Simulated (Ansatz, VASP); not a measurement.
# PbF2: VASP beside Ansatz

```
CELL_PARAMETERS angstrom
6.02406 0.00000 0.00000
0.00000 3.00205 3.01128
0.00000 -3.00205 3.01128
ATOMIC_POSITIONS crystal
Pb 0.50000 0.97748 0.97748
Pb 0.00000 0.47748 0.47748
F 0.76477 0.97361 0.45867
F 0.23523 0.45867 0.97361
F 0.73523 0.47361 0.95867
F 0.26477 0.95867 0.47361
```

The cell is a database's computed one.

Alike in both runs: task single point; functional r2SCAN; k mesh 3 × 3 × 3; no spin polarisation.

|  | VASP | Ansatz |
| --- | --- | --- |
| version | VASP 6.6.1 | Ansatz 0.2.0 |
| potentials or method | VASP PAW PBE potentials, release 64 (Pb_d, F) | plane waves, PAW |
| plane-wave cutoff (eV) | 520 | 500 |
| occupations | gaussian, width 0.01 eV | fixed |
| valence electrons in the cell | 56 | 56 |

```csv
,VASP,Ansatz,Ansatz less VASP
gap on the k mesh at the Fermi level (eV),4.95,4.95,+0.001
```

Caveats: the k mesh is coarse (spacing up to 0.49 Å⁻¹), so the values aren't converged; spin-orbit coupling is left out, which as a rule narrows the gap of such compounds by several tenths of an eV; an odd mesh through Γ misses points on the zone boundary, where band edges often lie. r2SCAN opens gaps a little over a GGA but as a rule still falls short of measured ones.
